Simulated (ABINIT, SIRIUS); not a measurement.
This is a calculation of Co for SIRIUS 7.12.0. 

The input sirius.json:

```json
{
  "control": {
    "processing_unit": "cpu",
    "verbosity": 2,
    "num_bands_to_print": 26,
    "print_forces": true,
    "print_stress": true
  },
  "parameters": {
    "electronic_structure_method": "pseudopotential",
    "xc_functionals": ["XC_GGA_X_PBE", "XC_GGA_C_PBE"],
    "gk_cutoff": 9.8,
    "pw_cutoff": 19.6,
    "ngridk": [5, 5, 3],
    "shiftk": [0, 0, 0],
    "smearing": "fermi_dirac",
    "smearing_width": 0.0018374661,
    "num_bands": 26,
    "num_mag_dims": 1,
    "num_dft_iter": 100,
    "energy_tol": 1e-08,
    "density_tol": 1e-06
  },
  "iterative_solver": {
    "type": "davidson",
    "min_tolerance": 1e-10
  },
  "mixer": {
    "type": "anderson",
    "beta": 0.5,
    "max_history": 8
  },
  "settings": {
    "tol_ne": 1e-10,
    "pseudo_grid_cutoff": 6.5,
    "smooth_initial_mag": true
  },
  "unit_cell": {
    "lattice_vectors": [
      [1.0, 0.0, 0.0],
      [-0.5, 0.866025403775, 0.0],
      [0.0, 0.0, 1.626676471465]
    ],
    "lattice_vectors_scale": 4.6714027971,
    "atom_coordinate_units": "lattice",
    "atom_types": ["Co"],
    "atom_files": {
      "Co": "Co.json"
    },
    "atoms": {
      "Co": [
        [0.6666666667, 0.3333333333, 0.75, 0.0, 0.0, 2.0],
        [0.3333333333, 0.6666666667, 0.25, 0.0, 0.0, 2.0]
      ]
    }
  }
}
```

Potentials or basis: PseudoDojo 0.4.1 PBE standard (scalar relativistic).

Run with:

```sh
$ upf_to_json Co.upf
$ OMP_NUM_THREADS=1 sirius.scf --input=sirius.json --output=out.json --task=0
```

Task: What does the same run look like in ABINIT 10.8.3 (patched build)? Potentials or basis there: JTH PAW PBE v2.0, cutoff 707 eV.

Result: As run (cutoffs and basis follow the program's own potentials, and thresholds, step limits or extra output files can differ):

run.abi

```
pp_dirpath "./"
pseudos "Co.GGA_PBE-JTH.xml"

acell 3*1.0 Angstrom
rprim
     2.4719999032     0.0000000000     0.0000000000
    -1.2359999516     2.1408147143     0.0000000000
     0.0000000000     0.0000000000     4.0211440800
ntypat 1
znucl 27
natom 2
typat 1 1
xred
     0.6666666667     0.3333333333     0.7500000000
     0.3333333333     0.6666666667     0.2500000000

ecut 707.496042 eV
pawecutdg 48.0

kptopt 1
ngkpt 5 5 3
nshiftk 1
shiftk 0.0 0.0 0.0

ixc 11

nband 22
occopt 3
tsmear 0.05 eV

nsppol 2
spinat
     0.0000000000     0.0000000000     2.0000000000
     0.0000000000     0.0000000000     2.0000000000

nstep 100
tolvrs 1.0e-9

iomode 3
prtwf 0
prtden 0
prteig 0
prtebands 0
```

Potentials or basis: JTH PAW PBE v2.0.

The run is started by

```bash
$ abinit run.abi > log 2>&1
```

Both were run:

|  | SIRIUS | ABINIT |
| --- | --- | --- |
| Pressure | 7.3 GPa | 7.2 GPa |
| Net moment | 3.53 μB per cell | 3.49 μB per cell |

The magnetic state is the one that the start led to; the real crystal's order can differ.

Pressure is positive in compression.

The k mesh is coarse, so the values aren't converged.
